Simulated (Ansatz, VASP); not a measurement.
# MgS: VASP beside Ansatz

```
CELL_PARAMETERS angstrom
0.00000 2.52541 2.52541
2.52541 0.00000 2.52541
2.52541 2.52541 0.00000
ATOMIC_POSITIONS crystal
Mg 0.00000 0.00000 0.00000
S 0.50000 0.50000 0.50000
```

Alike in both runs: functional PBEsol; k mesh 8 × 8 × 8; no spin polarisation.

Ansatz relaxed the structure, and its values are those at the end. VASP's run is a single point on that final structure, the one shown.

|  | VASP | Ansatz |
| --- | --- | --- |
| version | VASP 6.6.1 | Ansatz 0.2.0 |
| potentials or method | VASP PAW PBE potentials, release 64 (Mg, S) | PAW with Ansatz's default frozen-core files, scalar-relativistic |
| plane-wave cutoff (eV) | 520 | 420 |
| occupations | gaussian, width 0.01 eV | fixed |
| valence electrons in the cell | 8 | 16 |

Ansatz gave:

| Item | Value |
| --- | --- |
| gap on the k mesh at the Fermi level (eV) | 2.87 |
| pressure (GPa) | 7.0 |

Problem. Estimate VASP's values.

Solution. gap on the k mesh at the Fermi level (eV): 2.88; pressure (GPa): 6.9.

The two sets of potentials don't hold the same shells in valence.

Caveats: the PAW data sets were made with another functional, which shifts forces and pressure a little (VASP). A k mesh can miss the band edges.
